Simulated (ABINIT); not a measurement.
Crystal: ZrSe2.

```xyz
3
Lattice="3.7980 0.0000 0.0000 -1.8990 3.2892 0.0000 0.0000 0.0000 6.1920" Properties=species:S:1:pos:R:3 pbc="T T T"
Zr    0.0000    0.0000    0.0000
Se    1.8990    1.0964    4.6440
Se    0.0000    2.1928    1.5480
```

Base run:

* Program: ABINIT 10.8.3 (patched build)
* Functional: BLYP
* Potentials or basis: JTH PAW PBE v2.0
* Cutoff: 463 eV
* k mesh: 8 × 8 × 5
* Occupations: fermi-dirac, width 0.05 eV
* Spin: no spin polarisation

Its results: band gap on the k mesh 0.46 eV, indirect (least direct gap 1.06 eV); pressure 5.7 GPa; largest force 0.464 eV/Å.

**Question.** The run is repeated on the same cell with these changes: functional from BLYP to SOGGA. What comes out?

**Answer.** Band gap on the k mesh 0.35 eV, indirect (least direct gap 1.03 eV); pressure -2.0 GPa; largest force 0.056 eV/Å.

SOGGA binds more tightly than BLYP, so the same cell stands under less pressure.

Caveats: the PAW data sets were made with another functional, which shifts forces and pressure a little; this functional lacks dispersion, which binds the layers, so the pressure and a relaxed spacing across them are unreliable (some runs).

A k mesh can miss the band edges.
